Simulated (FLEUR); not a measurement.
The system is ZnSe (Stilleite).

```
CELL_PARAMETERS angstrom
0.00000 2.83380 2.83380
2.83380 0.00000 2.83380
2.83380 2.83380 0.00000
ATOMIC_POSITIONS crystal
Se 0.75000 0.75000 0.75000
Zn 0.00000 0.00000 0.00000
```

Base run:

* Program: FLEUR MaX-R8.1 (later development tree)
* Functional: LDA
* Potentials or basis: all-electron
* Basis: FLAPW
* Kmax: 4.56 1/bohr
* k mesh: 8 × 8 × 8
* Occupations: fermi-dirac, width 0.05 eV
* Spin: no spin polarisation

Its results: band gap on the k mesh 1.03 eV, direct.

Problem. The run is repeated on the same cell with these changes: functional from LDA to r2SCAN. What comes out?

Solution. Band gap on the k mesh 1.88 eV, direct.

r2SCAN gives the wider gap, since meta-GGAs in the generalised Kohn-Sham scheme recover part of the derivative discontinuity.

Caveats: the meta-GGA is that of a development version, with a GGA for the radial functions and cores and without core tails (some runs).
